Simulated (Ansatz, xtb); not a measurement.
## Ligand exchange: C4H10O + BH(CH3)(SH) → C4H10S + BH(CH3)(OH)

Species: C4H10O (tert-butanol) `CC(C)(C)O`, singlet; BH(CH3)(SH), singlet; C4H10S (2-methyl-2-propanethiol) `CC(C)(C)S`, singlet; BH(CH3)(OH), singlet. The partners trade OH for SH: C–OH and B–SH bonds give way to C–SH and B–OH.

Shapes, held fixed at every level: PBE0-D4/def2-TZVP. Flexible molecules stand in one conformer, not always the lowest. Programs: Ansatz 0.2.0, xtb 6.7.1. Electronic energies: no zero-point or thermal term.

```json
{"level": "GFN1-xTB", "kind": "semi-empirical", "ΔE (kJ/mol)": "-30.4", "less CCSD(T)/CBS estimate": "+40.6"}
{"level": "HF/def2-SVP", "kind": "Hartree–Fock", "ΔE (kJ/mol)": "-62.4", "less CCSD(T)/CBS estimate": "+8.6"}
{"level": "HF/def2-TZVPP", "kind": "Hartree–Fock", "ΔE (kJ/mol)": "-64.3", "less CCSD(T)/CBS estimate": "+6.7"}
{"level": "BHLYP-D4/def2-TZVPP", "kind": "global hybrid", "ΔE (kJ/mol)": "-69.4", "less CCSD(T)/CBS estimate": "+1.6"}
{"level": "r2SCAN0-D4/def2-TZVPP", "kind": "global hybrid", "ΔE (kJ/mol)": "-64.5", "less CCSD(T)/CBS estimate": "+6.5"}
{"level": "wB97M-V/def2-TZVPP", "kind": "range-separated hybrid", "ΔE (kJ/mol)": "-69.2", "less CCSD(T)/CBS estimate": "+1.8"}
{"level": "CCSD(T)/def2-TZVPP", "kind": "coupled cluster or CI", "ΔE (kJ/mol)": "-69.3", "less CCSD(T)/CBS estimate": "+1.7"}
{"level": "CCSD/def2-TZVPP", "kind": "coupled cluster or CI", "ΔE (kJ/mol)": "-68.7", "less CCSD(T)/CBS estimate": "+2.3"}
{"level": "CCSD(T)/CBS estimate", "kind": "coupled cluster or CI", "ΔE (kJ/mol)": "-71.0", "less CCSD(T)/CBS estimate": "0.0"}
```

The highest level, CCSD(T)/CBS estimate, gives ΔE = -71.0 kJ/mol; the levels span -71.0 to -30.4. The column of differences is taken from that level and isn't an error. No measured value is set beside it here. The CBS estimate extrapolates MP2 from def2-TZVPP and def2-QZVPP and adds CCSD(T) − MP2 in the triple-zeta set, cores frozen.
